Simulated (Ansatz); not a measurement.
## Structure search: one GaAs candidate

All numbers below come from Ansatz, DFT PBE, scalar-relativistic, plane waves, PAW. Cutoff 420 eV, Gaussian smearing, Γ-centred meshes. Cell and atoms relax first on a coarse mesh and then on a finer one. In between, the cell is made exact in the group found at 0.06 Å. In metals the finer mesh still leaves noise of several meV/atom or more. The steps can't lower the symmetry of their start. No spin polarisation.

Recipe of this trial structure of GaAs: random cell by space group and Wyckoff sites (P6/mmm, No. 191). The dimensions are guesses.

```cif
data_structure
_symmetry_space_group_name_H-M 'P6/mmm'
_symmetry_Int_Tables_number 191
_cell_length_a 3.2643
_cell_length_b 3.2643
_cell_length_c 4.7837
_cell_angle_alpha 90.000
_cell_angle_beta 90.000
_cell_angle_gamma 120.000
_cell_volume 44.15
loop_
_atom_site_label
_atom_site_type_symbol
_atom_site_symmetry_multiplicity
_atom_site_Wyckoff_symbol
_atom_site_fract_x
_atom_site_fract_y
_atom_site_fract_z
_atom_site_occupancy
Ga1 Ga 1 b 0.00000 0.00000 0.50000 1
As1 As 1 a 0.00000 0.00000 0.00000 1
```

Formation energies are uncorrected and refer to the elements' standard structures at the same level.

Task: Which structure results?

Result: The symmetry stays P6/mmm (No. 191). The volume per atom shrinks by 13.1 %, from 22.1 to 19.2 Å³. The shortest distance goes from 2.39 Å (Ga–As) to 2.71 Å (Ga–As). The ratio c/a of the conventional cell changes by a factor of 1.29. The energy falls by about 0.39 eV/atom (the start's value is from the coarse mesh). Conventional cell: a = 2.860 Å, c = 5.417 Å. Ga is surrounded by 2 As at 2.71 Å and 6 Ga at 2.86 Å; around As lie 2 Ga at 2.71 Å and 6 As at 2.86 Å.

```
CELL_PARAMETERS angstrom
2.85974 0.00000 0.00000
-1.42987 2.47661 0.00000
0.00000 0.00000 5.41732
ATOMIC_POSITIONS crystal
Ga 0.00000 0.00000 0.50000
As 0.00000 0.00000 0.00000
```

Task: Give its energy and gap.

Result: The energy over the elements is +0.09 eV/atom and the gap on the 24×24×12 mesh of the 2-atom cell is 0 eV (a metal).

It can't be a ground state, since the elements alone are lower.

The last run used Gaussian smearing of 0.10 eV. The reference form of As is held partly by dispersion forces, which this level lacks. A structure relaxed within its symmetry needn't be a true minimum. In all, the 3 runs took 120 s on 1 thread of Arm Neoverse V2, on a shared host. Another cell of GaAs relaxed alike, in F-43m (a cell as deposited in COD), lies 0.44 eV/atom lower, so this cell isn't the stable form at this level.
